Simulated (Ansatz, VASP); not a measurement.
## PbSe: programs and potentials compared

The starting cell:

```
Pb Se
1.0
     0.00000    3.06065    3.06065
     3.06065    0.00000    3.06065
     3.06065    3.06065    0.00000
Pb Se
1 1
Direct
  0.00000 0.00000 0.00000
  0.50000 0.50000 0.50000
```

Alike in all runs: task relaxation of cell and atoms; functional PBE; dispersion D3(BJ); k mesh 8 × 8 × 8; occupations fermi-dirac, width 0.05 eV; no spin polarisation; no spin-orbit coupling.

```json
{"program and potentials": "Ansatz, Ansatz PAW", "plane-wave cutoff (eV)": "420", "notes": "15 valence electrons an atom on average", "equilibrium volume (Å³/atom)": "28.84"}
{"program and potentials": "VASP, PBE PAW files Pb_d, Se, 600 eV", "plane-wave cutoff (eV)": "600", "notes": "10 valence electrons an atom on average", "equilibrium volume (Å³/atom)": "28.85"}
{"program and potentials": "Ansatz, all-electron LAPW, scalar-relativistic", "plane-wave cutoff (eV)": "-", "notes": "-", "equilibrium volume (Å³/atom)": "28.85"}
```

The equilibrium volume spans 28.84 (Ansatz, Ansatz PAW) to 28.85 Å³/atom (VASP, PBE PAW files Pb_d, Se, 600 eV), with all-electron results at 28.85. Relaxations stop with a little pressure left, so the last digit of a volume isn't settled.

Differences between rows come from potentials, basis sets and numerical settings, since the functional is the same but for its coding. Runs on potential files found faulty are left out.
